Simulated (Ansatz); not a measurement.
Predict the output of the script below (the Ansatz DFT code, driven from Python).

`tac.py`
```python
# -*- coding: utf-8 -*-
'''Which atoms and shells make the states of TaC.'''

import warnings

import ansatz as az
import numpy as np


def main():
    warnings.simplefilter('ignore', az.DeckWarning)

    structure = (
        az.Lattice.fcc(4.446)
        .space_group(225)
        .atom('Ta', [0.0, 0.0, 0.0])
        .atom('C', [0.5, 0.0, 0.0])
        .primitive()
    )

    setup = (
        structure.calculation()
        .occupations('Marzari-Vanderbilt', width=0.1)  # fractional filling near the Fermi level
        .functional('PBEsol')
        .kpoints(13)  # the mesh must be finer for metals
        .scf(extra_bands=10)
        .density_of_states(projected=True, method='smearing', broadening_width=0.15, energy_step=0.1)  # states per eV and cell
    )
    def show(event):
        row = event['data']
        if event['event'] == 'scf_iter' and row.get('harris_foulkes_ev') is not None:
            print(f'  iteration {row["iter"]:3d}  Harris-Foulkes {row["harris_foulkes_ev"]:.5f} eV  residual {row["dr2_ev"]:.2e}')


    done = setup.session().plan().execute(on_event=show)
    report = done.report

    dos = done.density_of_states()
    energy = np.asarray(dos.energies_ev) - dos.fermi_ev
    curves = {}
    for site in done.projected_density_of_states().sites:
        for shell in site.shells:
            weight = sum(np.sum(curve.g_bin_mean_per_ev, axis=0) for curve in shell.curves)
            name = f'{site.species} {shell.label}'
            curves[name] = curves.get(name, 0) + weight

    step = energy[1] - energy[0]
    windows = [(-6, -3), (-3, 0), (0, 4)]
    print('states by shell in windows of E - E_F (eV):', windows)
    for name, g in curves.items():
        print(f'{name:8s}', ' '.join(f'{step * g[(energy >= a) & (energy < b)].sum():8.3f}' for a, b in windows))
    filled = (energy < 0) & (energy > -6)
    for name, g in curves.items():
        if g[filled].sum() * step > 0.5:
            print(f'centre of {name}: {np.average(energy[filled], weights=g[filled]):.2f} eV')


if __name__ == '__main__':
    main()
```

```console
$ python tac.py
  iteration   1  Harris-Foulkes -10054.55304 eV  residual 1.89e-02
  iteration   2  Harris-Foulkes -10054.55060 eV  residual 9.71e-03
  iteration   3  Harris-Foulkes -10054.54829 eV  residual 1.06e-04
  iteration   4  Harris-Foulkes -10054.54824 eV  residual 7.27e-07
  iteration   5  Harris-Foulkes -10054.54824 eV  residual 5.15e-08
  iteration   6  Harris-Foulkes -10054.54824 eV  residual 2.01e-10
states by shell in windows of E - E_F (eV): [(-6, -3), (-3, 0), (0, 4)]
Ta 5S       0.005    0.001    0.002
Ta 6S       0.031    0.008    0.113
Ta 5P       0.081    0.011    0.004
Ta 5D       1.988    0.720    3.821
C 2S        0.055    0.018    0.086
C 2P        2.096    0.554    0.875
centre of Ta 5D: -3.70 eV
centre of C 2P: -4.02 eV
```

Reading the output:
- Absolute energies stand on the zero of these potentials, so only differences at equal settings mean something. A total without «per atom» is that of the whole cell that was run.
- The run is spin-unpolarised.
- Of the deposited cell: the entry's cell lengths or inner coordinates differ somewhat from later room-temperature determinations.
- Spin-orbit coupling, which matters for elements this heavy, is left out.
- The structure is a deposited one; some such entries were measured under pressure or heat, so a shift against it needn't be the functional's error alone.
- Curves are summed over the cell's atoms. Only shells that the potentials hold have channels, so projections don't add up to the total, least of all where a shell is missing (p of most metals); heights and places of peaks move with the mesh.
- The density of states is complete only as far up as bands were computed.
- A band centre counts only the states inside the window taken.
- Finished in 2.5 s on 1 thread of Arm Neoverse V2, with other jobs on the host, peak memory 0.36 GiB.
